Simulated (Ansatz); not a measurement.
**WC: moving C off its site**

WC, P-6m2, a = 2.901 Å, c = 2.829 Å (as given, not relaxed at this level: 8.5 GPa). Ansatz: PBE, PAW, 420 eV, Γ-centred 18×18×16 mesh on 2 atoms, Gaussian smearing 0.15 eV; no spin polarisation.

```
W C
1.0
     2.90050    0.00000    0.00000
    -1.45025    2.51191    0.00000
     0.00000    0.00000    2.82900
W C
1 1
Direct
  0.00000 0.00000 0.00000
  0.66667 0.33333 0.50000
```

Atom 2 (C) moves by x along the unit vector (-0.662, -0.382, -0.645), with its periodic images; all else is held. y is the free energy of the cell over the start, F the force along the path summed over the moved atoms.

| x (Å) | y (meV) | F (eV/Å) |
| --- | --- | --- |
| -0.200 | ? | ? |
| -0.150 | 171.1 | 2.28 |
| -0.100 | 76.1 | 1.52 |
| -0.050 | 19.1 | 0.76 |
| 0.000 | 0.0 | 0.00 |
| 0.050 | 19.5 | -0.79 |
| 0.100 | 79.6 | -1.62 |
| 0.150 | 183.2 | -2.53 |
| 0.175 | 252.5 | -3.02 |
| 0.200 | 334.3 | -3.53 |

Fit y = c2 x² + c3 x³ + c4 x⁴ to the energies of the other rows, give the force constant, and predict energy and force of the missing row.

Least squares on the rows shown. y = 7711.4 x² + 1789.0 x³ + 7205.1 x⁴. The force constant is 2 c2 = 15.4 eV/Å², for the cell as given, at 8.5 GPa (for all images moving together, not for a lone atom). The force −dy/dx at the missing row is 3.10 eV/Å (computed 3.05). At x = -0.200 the fit asked for gives 305.7 meV. The run gave 304.5 meV, so the fit is 1.2 meV too high, a small miss on the scale of the series.

Spin–orbit coupling is left out, which can shift energies with elements as heavy as these.